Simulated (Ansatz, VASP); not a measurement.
One calculation of Ta, two programs

```
Ta
1.0
    -1.62643    1.62643    1.62643
     1.62643   -1.62643    1.62643
     1.62643    1.62643   -1.62643
Ta
1
Direct
  0.00000 0.00000 0.00000
```

Alike in both runs: functional LDA; k mesh 16 × 16 × 16; occupations gaussian, width 0.1 eV; no spin polarisation.

Ansatz relaxed the structure, and its values are those at the end. VASP's run is a single point on that final structure, the one shown.

|  | VASP | Ansatz |
| --- | --- | --- |
| version | VASP 6.6.1 | Ansatz 0.2.0 |
| potentials or method | VASP PAW LDA potentials, release 64 (Ta_pv) | scalar-relativistic, plane waves, PAW |
| plane-wave cutoff (eV) | 520 | 420 |
| valence electrons in the cell | 11 | 13 |

```csv
,VASP,Ansatz,Ansatz less VASP
gap on the k mesh at the Fermi level (eV),none,none,-
pressure (GPa),0.8,0.0,-0.81
```

A gap of «none» marks a metal or a gap that the smearing closes. The two sets of potentials don't hold the same shells in valence.

The runs have no spin-orbit coupling, so splittings on Ta are missing.
